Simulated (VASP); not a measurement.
Set up this calculation in VASP 6.6.1, as the native input.

- Task: relaxation of cell and atoms
- Functional: r2SCAN
- Potentials or basis: VASP PAW PBE potentials, release 64 (Be, S)
- Cutoff: 600 eV
- k mesh: 10 × 10 × 10
- Occupations: gaussian, width 0.03 eV
- Spin: no spin polarisation
- Target pressure: 0.6 GPa
- Further INCAR settings: ALGO = Normal; EDIFF = 1e-07; IBRION = 2; EDIFFG = -0.005; NSW = 90; ISIF = 3
- Target pressure: 0.6 GPa

The structure of BeS lies in POSCAR:

```
BeS                                     
1.0
   -0.0000000000      2.4318139656      2.4318139656
    2.4318139656     -0.0000000000      2.4318139656
    2.4318139656      2.4318139656      0.0000000000
  Be              S             
     1     1
Direct
     0.0000000000000000    0.0000000000000000    0.0000000000000000
     0.2500000000000000    0.2500000000000000    0.2500000000000000
```

One way to write it, as run:

INCAR

```
SYSTEM = BeS
ALGO = Normal
EDIFF = 1E-7
EDIFFG = -0.005
ENCUT = 600
IBRION = 2
ISIF = 3
ISMEAR = 0
LASPH = .TRUE.
LCHARG = .FALSE.
LMIXTAU = .TRUE.
LREAL = .FALSE.
LWAVE = .FALSE.
METAGGA = R2SCAN
NELM = 80
NSW = 90
PREC = Accurate
PSTRESS = 6.0
SIGMA = 0.03
```

KPOINTS

```
k-points
0
G
  10 10 10
  0 0 0
```

Potentials or basis: VASP PAW PBE potentials, release 64 (Be, S).

Run with:

```sh
$ cat potpaw_PBE.64/Be/POTCAR potpaw_PBE.64/S/POTCAR > POTCAR
$ mpirun -np 1 vasp_std > vasp.out
```

It gave:

| Property | Result |
| --- | --- |
| Pressure after relaxing | 0.6 GPa |
| Band gap on the k mesh | 3.59 eV, indirect (least direct gap 6.26 eV) |

Caveat: the relaxation stopped at its first step, so nothing moved; the cell is relaxed towards a set pressure, so the enthalpy falls and the energy may rise; the PAW data sets were made with another functional, which shifts forces and pressure a little.

It took 65 s on 1 thread of Intel(R) Xeon(R) Platinum 8259CL CPU @ 2.50GHz (Skylake/Cascade Lake), with other jobs on the host, peak memory 0.16 GiB.
